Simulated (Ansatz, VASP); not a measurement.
# BaS: VASP beside Ansatz, part 2 of 2

Aim: how closely do two programs agree when they are given the same cell, functional and k mesh?  Other levels of theory on this material are compared in a session of their own.

VASP 6.6.1 and Ansatz 0.2.0.

So far: The starting structure; VASP: dielectric response, PBE.

## 3. Ansatz: dielectric response, PBE

Level of this step: Ansatz beside VASP: Kohn-Sham DFT, plane waves, PBE (Ansatz).

Ansatz runs on its default PAW (the set named soft_2) files.

The same cell, functional and mesh now go to Ansatz, which takes its cutoff from its data sets.

input.yaml

```yaml
crystal:
  lattice:
    - [0.0, 3.19375, 3.19375]
    - [3.19375, 0.0, 3.19375]
    - [3.19375, 3.19375, 0.0]
  atoms:
    - { symbol: Ba, position: [0.0, 0.0, 0.0] }
    - { symbol: S, position: [0.5, 0.5, 0.5] }
hamiltonian:
  xc: pbe
  pseudopotentials: { kind: paw }
kpoints:
  mp_grid: { grid: [9, 9, 9] }
scf:
  occupations: { method: fixed }
dielectric:
  method: response
```

Run with:

```bash
> ansatz run input.yaml --threads 2 --pin off --max-ram 4608MiB --backend cpu --events-out ev --progress --plain --runs-dir out
```

Numbers of over 12 decimals in the logs are rounded to 6 here.

What it wrote:

```text
Engine: ansatz 0.2.0, aarch64-unknown-linux-gnu
Pseudopotentials: kind: paw
Pseudopotential: Ba, paw, valence charge 10, recommended cutoff 420 eV (normal), Ba.paw.azcp
Pseudopotential: S, paw, valence charge 6, recommended cutoff 420 eV (normal), S.paw.azcp
Functional definition: PBE
  parameter kappa = 0.804
  parameter beta = 0.066725
  exchange = pbe_x(kappa = kappa, mu = beta*pi^2/3)
  correlation = pbe_c(beta = beta)
Crystal: 2 atoms, lattice volume = 65.153 Å³
Basis set: ecut = 420 eV, 1243 PW (Γ), exchange–correlation on 64×64×64 points (8 copies of the dense FFT grid, shifted against one another)
Bands: 12, of which v1, the nominal top of the filled ones, is band 8 counted from 1 (7 counted from 0)
Symmetry: 48 space group operations
k-points: 75 of 729 (irreducible under 8 space group operations, time reversal used)
Non-local potential: Ba, projectors of the file, l = 0: 3, l = 1: 2, l = 2: 2, l = 3: 2
Non-local potential: S, projectors of the file, l = 0: 2, l = 1: 2, l = 2: 2
PAW form: soft (Blöchl's): semilocal exchange-correlation on the pseudo side does not see the compensation charge
PAW one-centre angular grid: Ba, 194 points (default); XC on 64 Gauss nodes
PAW one-centre angular grid: S, 110 points (default); XC on 64 Gauss nodes
Initial density: superposition of atomic densities (neutral atoms: chi_scale 0, normalization atom), corrected by the library's trained network
Initial wavefunctions: pseudopotential atomic-orbital guess
Functional: x = pbe(κ = 0.804, μ = 0.219515), c = pbe(β = 0.066725)
SCF iter   1: F=—  HF=-6855.861349 eV  |F-HF|=—  |Δ(HF+E_count)|=         —  Δρ=7.24e-4  dr2=8.13e-4  ethr=1.77e-3  ⟨swp⟩=5.9  Hψ=5441  notcnv=0  defer=118
preconditioner: auto → none  [insulator: Δε(μ)=2.213 eV  Ē_g=11.939 eV  n_scr=14 (ndim 8)  ℏωp=17.2 eV  f_vac=0.000  ε∞_Penn≈3.1]
SCF iter   2: F=—  HF=-6855.860914 eV  |F-HF|=—  |Δ(HF+E_count)|=   4.34e-4  Δρ=2.23e-4  dr2=2.15e-5  ethr=5.08e-6  ⟨swp⟩=2.7  Hψ=2161  notcnv=0  defer=147
SCF iter   3: F=—  HF=-6855.860928 eV  |F-HF|=—  |Δ(HF+E_count)|=   1.37e-5  Δρ=9.86e-5  dr2=5.00e-6  ethr=1.34e-7  ⟨swp⟩=2.5  Hψ=1448  notcnv=0  defer=111
SCF iter   4: F=—  HF=-6855.860933 eV  |F-HF|=—  |Δ(HF+E_count)|=   4.85e-6  Δρ=4.47e-5  dr2=8.79e-7  ethr=3.13e-8  ⟨swp⟩=2.5  Hψ=1327  notcnv=0  defer=49
SCF iter   5: F=—  HF=-6855.860934 eV  |F-HF|=—  |Δ(HF+E_count)|=   1.06e-6  Δρ=1.15e-5  dr2=6.10e-8  ethr=5.49e-9  ⟨swp⟩=2.7  Hψ=1550  notcnv=0  defer=2
SCF iter   6: F=—  HF=-6855.860934 eV  |F-HF|=—  |Δ(HF+E_count)|=   5.68e-8  Δρ=1.39e-6  dr2=1.99e-9  ethr=3.81e-10  ⟨swp⟩=2.8  Hψ=1425  notcnv=0  defer=2
SCF iter   7: F=-6855.860934 eV  HF=-6855.860934 eV  |F-HF|=1.09e-11  |Δ(HF+E_count)|=  5.93e-10  Δρ=1.25e-7  dr2=6.96e-12  ethr=1.00e-12  ⟨swp⟩=4.5  Hψ=5276  notcnv=0
SCF 1 converged in 7 iterations: F = -6855.860934 eV  dr2 = 6.96e-12
  greatest PAW one-centre occupation: 0.955 electrons in one spin orbital (limit 2), on the Ba atom at site 0 (counted from 0), in its partial waves of l = 0
NSCF: frozen V_eff on 5 k-points
DFPT response loops at Γ: preconditioner auto → none (the input reference at scf.mixing.eps_inf says where Resta's filter doesn't serve); β = 0.50; Broyden in place of MSR1
SCF converged after 7 iterations
Free energy (F): -6855.860934 eV
Harris-Foulkes:  -6855.860934 eV  (|F-HF|=1.09e-11)
Internal energy: -6855.860934 eV  (E = F + TS)
E sigma→0 (E₀):  -6855.860934 eV
Fermi energy:    5.790257 eV
--- Per-component energies (eV) ---
  E_band       = -50.916081
  E_kinetic    = 276.531842
  E_local      = -402.115004  (includes V_loc(G=0)·N_el)
  E_nonlocal   = 85.192507
  E_hartree    = 127.585473
  E_xc         = -266.703551
  E_vxc        = -224.985828  (∫ρ·V_xc dr)
  E_paw        = -5826.114635  (= ΣΔE_a)
  E_vpaw       = -40.710545  (= ΣTr[D̂ρ^β])
  E_aug_tail   = -0.000000  (compensation charges beyond the density's cutoff)
  E_ewald      = -850.237565
  E_smearing   = -0.000000  (= −TS)
  E_closure    = 0.000000  (closes the sum)
  Σ components = -6855.860934   (vs F -6855.860934, Δ=0.00e0)
--- Band table (eV; the first three rows and the last of 75) ---
  k-point 0: bands = [... 4 lower, -4.4991, 5.7903, 5.7903, 5.7903, 9.4798, 9.7567, 9.7567, 9.7567]
  k-point 1: bands = [... 4 lower, -4.2235, 5.4746, 5.6349, 5.6349, 9.7216, 9.9315, 9.9315, 9.9665]
  k-point 2: bands = [... 4 lower, -3.8024, 4.8503, 5.2988, 5.2988, 9.8438, 10.4287, 10.4287, 10.9851]
  k-point 74: bands = [... 4 lower, -3.8319, 4.7231, 5.2689, 5.3891, 9.7413, 10.5460, 12.1416, 12.8879]
--- Dielectric response (ions clamped): 1 representative field direction + reference, on 75 of 729 k-points (Σ response iterations 7) ---
  k mesh reduced under 8 symmetry operations, with k and −k counted as one. Each operation leaves every solved perturbation unchanged. A smaller set is not considered because the run solves the response to a homogeneous field
  ε∞ (high-frequency dielectric tensor):
        4.787314    -0.000000    -0.000000
        0.000000     4.787314    -0.000000
        0.000000     0.000000     4.787314
  Born effective charges Z* (e; rows j = field, columns β = displacement):
    site 0:
         2.60942    0.00000   -0.00000
        -0.00000    2.60942    0.00000
         0.00000   -0.00000    2.60942
    site 1:
        -2.60942   -0.00000    0.00000
         0.00000   -2.60942   -0.00000
         0.00000    0.00000   -2.60942
  Z* charge neutrality: 2.378e-5 e pre-enforcement
  k-mesh period / interband length: 40.6 Å / 1.95 Å = 20.86 at k = (0.0000, 0.0000, 0.0000), direct gap 3.690 eV — 14 or more, which is no proof of convergence
```

The job ended after 10 s (2 threads of Arm Neoverse V1, shared host; peak memory 0.49 GiB).

## 4. Side by side

Known differences besides the potentials themselves: the cutoff is 420 eV in Ansatz and 400 eV in VASP; VASP leaves aspherical gradient terms in its spheres out (LASPH is not set), Ansatz keeps them. Total energies have different zeros and are not compared.

The two programs side by side:

```csv
quantity,Ansatz,VASP,difference
ε∞ xx,4.79,4.88,-1.97 %
ε∞ yy,4.79,4.88,-1.97 %
ε∞ zz,4.79,4.88,-1.97 %
Born charge of Ba1 (mean of the diagonal) (e),2.61,2.62,-0.01
Born charge of S2 (mean of the diagonal) (e),-2.61,-2.62,+0.01
```

## 5. Summary of results

- difference in ε∞ xx (dielectric response, PBE): -2.0 %

What this shows: The difference in ε∞ xx is -2.0 % (dielectric response, PBE), within the 5 % picked in this series as the mark of a large difference. 10 further runs of this series are not shown here. How closely two codes agree says nothing of how well the functional describes the real material.

[Lines on the potential files, build, host, timing and source positions are cut from VASP's logs without a mark.]

[Logs are printed without paths, hosts, clocks, repeated set-up lines and the standing remarks that a program may print on its own settings, such as how far it seeks lower states.]

[Hosts, paths, dates, database ids (printed as entryN), source tags and the programs' standing remarks are cut or masked in the printed files.]
